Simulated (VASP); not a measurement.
# KCl (Sylvite) (Fm-3m) in VASP: settings compared

Aim: see how the results for KCl (Sylvite) move with the level of theory and the settings. Levels: PBE, LDA, PBEsol. Tasks: single point.

All numbers are computed with VASP 6.6.1; they aren't measurements. Logs are shortened: lines on timing, memory, paths and dates and some standing lists are left out, and cuts for length are marked.

**Measured values to compare with.**

From a printed reference work, monograph, for a bulk crystal of KCl: band gap 8.68 eV.

The results are compared with them further down.

## 1. The cell of the first run

The structure is cubic, space group Fm-3m (No. 225). Conventional cell: a = 6.290 Å, b = 6.290 Å, c = 6.290 Å, α = 90.00°, β = 90.00°, γ = 90.00°. Within 4.1 Å of K (site symmetry m-3m) lie 6 Cl at 3.14 Å. Cl (site symmetry m-3m) has 6 K at 3.14 Å within 4.1 Å.

## 2. Single point, PBE

Input file INCAR:

```
SYSTEM = KCl
PREC = Accurate ; ENCUT = 520
EDIFF = 1E-6 ; ISMEAR = 0
SIGMA = 0.01 ; LREAL = .False.
LASPH = .True. ; NELM = 100
ALGO = Normal ; ISIF = 2
LWAVE = .False. ; LCHARG = .False.
GGA = PE ; NBANDS = 15
```

Input file KPOINTS:

```
regular mesh
0
Gamma
  4 4 4
  0 0 0
```

Input file POSCAR:

```
KCl
1.0
    0.0000000000      3.1448470504      3.1448470504
    3.1448470504      0.0000000000      3.1448470504
    3.1448470504      3.1448470504      0.0000000000
K Cl
1 1
Direct
    0.0000000000      0.0000000000      0.0000000000
    0.5000000000      0.5000000000      0.5000000000
```

Potentials or basis: VASP PAW PBE potentials, release 64 (K_sv, Cl).

Started as:

```console
$ cat potpaw_PBE.64/K_sv/POTCAR potpaw_PBE.64/Cl/POTCAR > POTCAR
$ mpirun -np 1 vasp_std > vasp.out
```

OUTCAR:

```text
SYSTEM = KCl
   PREC = Accurate
   ENCUT = 520
   EDIFF = 1E-6
   ISMEAR = 0
   LREAL = .False.
   LASPH = .True.
   NELM = 100
   ISIF = 2
   GGA = PE

 ion  position               nearest neighbor table
   1  0.000  0.000  0.000-   2 3.14   2 3.14   2 3.14   2 3.14   2 3.14   2 3.14
   2  0.500  0.500  0.500-   1 3.14   1 3.14   1 3.14   1 3.14   1 3.14   1 3.14

  LATTYP: Found a face centered cubic cell.
 ALAT       =     6.2896941008

  Lattice vectors:

 A1 = (   0.0000000000,   3.1448470504,   3.1448470504)
 A2 = (   3.1448470504,   0.0000000000,   3.1448470504)
 A3 = (   3.1448470504,   3.1448470504,   0.0000000000)

Analysis of symmetry for initial positions (statically):
=====================================================================
 Subroutine PRICEL returns:
 Original cell was already a primitive cell.

 Routine SETGRP: Setting up the symmetry group for a
 face centered cubic supercell.

 Subroutine GETGRP returns: Found 48 space group operations
 (whereof 48 operations were pure point group operations)
 out of a pool of 48 trial point group operations.

The static configuration has the point symmetry O_h .

Analysis of symmetry for dynamics (positions and initial velocities):
=====================================================================
 Subroutine PRICEL returns:
 Original cell was already a primitive cell.

 Routine SETGRP: Setting up the symmetry group for a
 face centered cubic supercell.

 Subroutine GETGRP returns: Found 48 space group operations
 (whereof 48 operations were pure point group operations)
 out of a pool of 48 trial point group operations.

The dynamic configuration has the point symmetry O_h .

 Subroutine INISYM returns: Found 48 space group operations
 (whereof 48 operations are pure point group operations),
 and found     1 'primitive' translations

----------------------------------------------------------------------------------------

                                     Primitive cell

  volume of cell :      62.2055

  direct lattice vectors                    reciprocal lattice vectors
     0.000000000  3.144847050  3.144847050    -0.158990244  0.158990244  0.158990244
     3.144847050  0.000000000  3.144847050     0.158990244 -0.158990244  0.158990244
     3.144847050  3.144847050  0.000000000     0.158990244  0.158990244 -0.158990244

  length of vectors
     4.447485350  4.447485350  4.447485350     0.275379181  0.275379181  0.275379181

  position of ions in fractional coordinates (direct lattice)
     0.000000000  0.000000000  0.000000000
     0.500000000  0.500000000  0.500000000

  ion indices of the primitive-cell ions
   primitive index   ion index
                 1           1
                 2           2
[... 69 lines left out ...]
   EFERMI =   0.00;   METHOD = LEGACY
   ISMEAR =     0;   SIGMA  =   0.01  broadening in eV -4-tet -1-fermi 0-gaus
   EFERMI_NEDOS =   21; number of points for ismear=-14 and -15
   IALGO  =     38    algorithm
   IMIX   =      4    mixing-type and parameters
     AMIX     =   0.40;   BMIX     =  1.00
     AMIX_MAG =   1.60;   BMIX_MAG =  1.00
  volume/ion in A,a.u.               =      31.10       209.89
  Fermi-wavevector in a.u.,A,eV,Ry     =   1.041131  1.967452 14.748081  1.083953
  Thomas-Fermi vector in A             =   2.175738
   LORBIT       =      0    0 simple, 1 ext, 2 COOP (PROOUT), +10 PAW based schemes
   GGA     = PE    functional components
   LHFCALC =     F    Hartree Fock is set to
   AEXX    =    0.0000 exact exchange contribution
   IVDW    =     0    specifies the selected vdW correction
   LEPSILON=     F    determine dielectric tensor
   LRPA    =     F    only Hartree local field effects (RPA)
 non-spin polarized calculation
 Gauss-broadening in eV      SIGMA  =   0.01
  energy-cutoff  :      520.00
  volume of cell :       62.21
 maximum number of plane-waves:      1700
 NGX is ok and might be reduce to    36
   NGX = 17   NGY = 17   NGZ = 17

 number of electron      16.0000001 magnetization

 Free energy of the ion-electron system (eV)
  ---------------------------------------------------
  ext. energy  EPLUGINS =         0.00000000
  ---------------------------------------------------
  free energy    TOTEN  =        -6.80320558 eV

  energy without entropy =       -6.80320558  energy(sigma->0) =       -6.80320558

 E-fermi :  -1.6981     XC(G=0):  -7.5453

 val. band max:       -1.8356068000   @ k =   0.0000   0.0000   0.0000
 cond. band min:       3.3564822633   @ k =   0.0000   0.0000   0.0000
 fundamental gap:      5.1920890632
 Fermi energy:        -1.6981075643

 k-point     1 :       0.0000    0.0000    0.0000
  band No.  band energies     occupation
      1     -29.0303      2.00000
      2     -13.9550      2.00000
      3     -12.4911      2.00000
      4     -12.4911      2.00000
      5     -12.4911      2.00000
      6      -1.8356      2.00000
      7      -1.8356      2.00000
      8      -1.8356      2.00000
      9       3.3565      0.00000
     10       6.5457      0.00000
     11       6.5457      0.00000
     12       6.5457      0.00000
     13       7.4231      0.00000
     14       7.4231      0.00000
[... 113 lines left out ...]
      2     -13.9510      2.00000
      3     -12.5903      2.00000
      4     -12.5903      2.00000
      5     -12.4015      2.00000
      6      -2.3234      2.00000
      7      -2.3095      2.00000
      8      -2.3095      2.00000
      9       6.2054      0.00000
     10       6.2054      0.00000
     11       7.6392      0.00000
     12       8.0400      0.00000
     13       9.8848      0.00000
     14       9.9134      0.00000
     15      10.2391      0.00000

------------------------ aborting loop because EDIFF is reached ----------------------------------------

  FORCE on cell =-STRESS in cart. coord.  units (eV):
  Direction    XX          YY          ZZ          XY          YZ          ZX
  --------------------------------------------------------------------------------------
  -------------------------------------------------------------------------------------
  Total        0.3179522      0.3179522      0.3179522     -0.0000000      0.0000000      0.0000000
  in kB        8.1892447      8.1892447      8.1892447     -0.0000000      0.0000000      0.0000000
  external PRESSURE =       8.1892447 kB  Pullay stress =       0.0000000 kB

 VOLUME and BASIS-vectors are now :
 -----------------------------------------------------------------------------
  energy-cutoff  :      520.00
  volume of cell :       62.21
      direct lattice vectors                 reciprocal lattice vectors
     0.000000000  3.144847050  3.144847050    -0.158990244  0.158990244  0.158990244
     3.144847050  0.000000000  3.144847050     0.158990244 -0.158990244  0.158990244
     3.144847050  3.144847050  0.000000000     0.158990244  0.158990244 -0.158990244

 POSITION                                       TOTAL-FORCE (eV/Angst)
 -----------------------------------------------------------------------------------
      0.00000      0.00000      0.00000         0.000000      0.000000     -0.000000
      3.14485      3.14485      3.14485        -0.000000     -0.000000      0.000000
 -----------------------------------------------------------------------------------
    total drift:                                0.000000      0.000000      0.000000

  FREE ENERGIE OF THE ION-ELECTRON SYSTEM (eV)
  ---------------------------------------------------
  free  energy   TOTEN  =        -6.8032055820 eV

  energy  without entropy=       -6.8032055820  energy(sigma->0) =       -6.80320558
```

OSZICAR:

```text
N       E                     dE             d eps       ncg     rms          rms(c)
DAV:   1     0.994237994686E+02    0.99424E+02   -0.70663E+03   240   0.955E+02
DAV:   2    -0.750488788984E+00   -0.10017E+03   -0.92662E+02   311   0.233E+02
DAV:   3    -0.686898826186E+01   -0.61185E+01   -0.60838E+01   338   0.511E+01
DAV:   4    -0.709248392455E+01   -0.22350E+00   -0.22344E+00   389   0.863E+00
DAV:   5    -0.709425258290E+01   -0.17687E-02   -0.17686E-02   331   0.860E-01    0.334E+00
DAV:   6    -0.680402600375E+01    0.29023E+00   -0.42237E-01   296   0.327E+00    0.272E+00
DAV:   7    -0.678974167235E+01    0.14284E-01   -0.11443E-01   317   0.185E+00    0.158E+00
DAV:   8    -0.680201223424E+01   -0.12271E-01   -0.16891E-02   301   0.964E-01    0.204E-01
DAV:   9    -0.680253769234E+01   -0.52546E-03   -0.90064E-04   317   0.183E-01    0.104E-01
DAV:  10    -0.680319903910E+01   -0.66135E-03   -0.72738E-04   254   0.165E-01    0.252E-02
DAV:  11    -0.680320202596E+01   -0.29869E-05   -0.22226E-05   333   0.287E-02    0.466E-03
DAV:  12    -0.680320537079E+01   -0.33448E-05   -0.53760E-06   261   0.163E-02    0.638E-03
DAV:  13    -0.680320558197E+01   -0.21118E-06   -0.55035E-07   246   0.424E-03
   1 F= -.68032056E+01 E0= -.68032056E+01  d E =-.206284E-85
```

stdout:

```text
POSCAR found type information on POSCAR K Cl
 POSCAR found :  2 types and       2 ions
 scaLAPACK will be used
 LDA part: xc-table for (Slater+PW92), standard interpolation
 POSCAR, INCAR and KPOINTS ok, starting setup
 FFT: planning ... GRIDC
 FFT: planning ... GRID_SOFT
 FFT: planning ... GRID
 WAVECAR not read
 entering main loop
```

Run time: 9.2 s. Hardware: 1 thread of Intel Xeon Platinum 8259CL at 2.50GHz (Skylake/Cascade Lake), shared host; peak memory 0.19 GiB.

Results:

* Free energy: -6.8032 eV
* Pressure: 0.8 GPa
* Band gap on the k mesh: 5.19 eV, direct

Caveat: the k points lie up to 0.43 Å⁻¹ apart.

[end of part 1 of 2]
